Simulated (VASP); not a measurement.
# In: restarted molecular dynamics, 2 variants

In, I4/mmm (no. 139), 16 atoms in the cell. PBE, molecular dynamics; PAW potentials In (PBE set).

| Restart from | Temperature at the end (K) | The same without a restart (K) | Potential energy at the end (eV/atom) | The same without a restart (eV/atom) | Electronic steps in the first step after the restart | Time (s) |
|---|---|---|---|---|---|---|
| CONTCAR with velocities, WAVECAR read | 301.0 | 301.0 | -2.48873 | -2.48873 | 4 | 384 |
| CONTCAR with velocities, no WAVECAR | 301.0 | 301.0 | -2.48873 | -2.48873 | 15 | 392 |

Limits: 240 fs of 16 atoms are too short for converged averages.

## Input of the first row

INCAR.step1:
```
SYSTEM = In
GGA = PE
PREC = Normal
ENCUT = 200
EDIFF = 1E-6
NELMIN = 4
NELM = 60
ALGO = Fast
LREAL = Auto
LASPH = .True.
ISMEAR = -1
SIGMA = 0.05
ISYM = 0
LWAVE = .True.
LCHARG = .False.
IBRION = 0
NSW = 30
POTIM = 4.0
TEBEG = 1000
ISIF = 2
RANDOM_SEED = 326859 0 0
MDALGO = 1
ANDERSEN_PROB = 0.0
KPAR = 2
```

INCAR.step2, as INCAR.step1 but for:
```
- LWAVE = .True.
+ LWAVE = .False.
```

KPOINTS:
```
k-points
0
Monkhorst-Pack
  2 2 2
```

POSCAR.step1:
```
In
1.0
    6.5018800000      0.0000000000      0.0000000000
    0.0000000000      6.5018800000      0.0000000000
    0.0000000000      0.0000000000      9.8948000000
In
16
Direct
    0.0000000000      0.0000000000      0.0000000000
    0.0000000000      0.0000000000      0.5000000000
    0.0000000000      0.5000000000      0.0000000000
    0.0000000000      0.5000000000      0.5000000000
    0.5000000000      0.0000000000      0.0000000000
    0.5000000000      0.0000000000      0.5000000000
    0.5000000000      0.5000000000      0.0000000000
    0.5000000000      0.5000000000      0.5000000000
    0.2500000000      0.2500000000      0.2500000000
    0.2500000000      0.2500000000      0.7500000000
    0.2500000000      0.7500000000      0.2500000000
    0.2500000000      0.7500000000      0.7500000000
    0.7500000000      0.2500000000      0.2500000000
    0.7500000000      0.2500000000      0.7500000000
    0.7500000000      0.7500000000      0.2500000000
    0.7500000000      0.7500000000      0.7500000000
```

Commands (each step's output is kept before the next begins):
```
cat potpaw_PBE.64/In/POTCAR > POTCAR
cp INCAR.step1 INCAR
cp POSCAR.step1 POSCAR
mpirun -np 2 vasp_std > vasp.out
cp CONTCAR POSCAR
cp INCAR.step2 INCAR
mpirun -np 2 vasp_std > vasp.out
```

Changes of the last row against the first:
```
(step 1)
- LWAVE = True
+ LWAVE = False
```

VASP 6.6.1 took 384 s on 2 cores (Intel Xeon Platinum 8259CL @ 2.50GHz (Skylake/Cascade Lake)), a shared host.
